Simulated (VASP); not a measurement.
Input of a VASP 6.6.1 run:

The input INCAR:

```
SYSTEM = CdS
PREC = Accurate
ENCUT = 350
EDIFF = 1E-8
ISMEAR = 0
SIGMA = 0.02
LREAL = .FALSE.
LASPH = .TRUE.
NELM = 60
ALGO = Normal
ISIF = 2
LWAVE = .FALSE.
LCHARG = .FALSE.
LEPSILON = .TRUE.
IBRION = 8
NSW = 1
```

KPOINTS

```
Automatic mesh
0
G
  6 6 6
  0 0 0
```

Contents of POSCAR:

```
CdS                                     
1.0
   -0.0000000000      2.8804247941      2.8804247941
    2.8804247941      0.0000000000      2.8804247941
    2.8804247941      2.8804247941     -0.0000000000
  Cd              S             
     1     1
Direct
     0.0000000000000000    0.0000000000000000    0.0000000000000000
     0.2500000000000000    0.2500000000000000    0.2500000000000000
```

Potentials or basis: VASP PAW LDA potentials, release 64 (Cd, S).

Launch:

```console
$ cat potpaw_LDA.64/Cd/POTCAR potpaw_LDA.64/S/POTCAR > POTCAR
$ mpirun -np 1 vasp_std > vasp.out
```

Task: Predict the electronic dielectric tensor (diagonal).

Result: 8.73.

Task: Estimate the Born charges (mean of the diagonal).

Result: Cd +2.27; S -2.27 e.

Task: Estimate the band gap on the k mesh.

Result: 0.97 eV, direct.

Task: What does it give for the highest phonon frequency at Γ, LO-TO splitting left out?

Result: 247 cm⁻¹.

Born effective charge tensors (e):
atom 1, Cd
```
2.27 0.00 0.00
0.00 2.27 0.00
0.00 0.00 2.27
```
atom 2, S
```
-2.27  0.00  0.00
 0.00 -2.27  0.00
 0.00  0.00 -2.27
```

As with any semilocal functional, this LDA gap is likely too small.
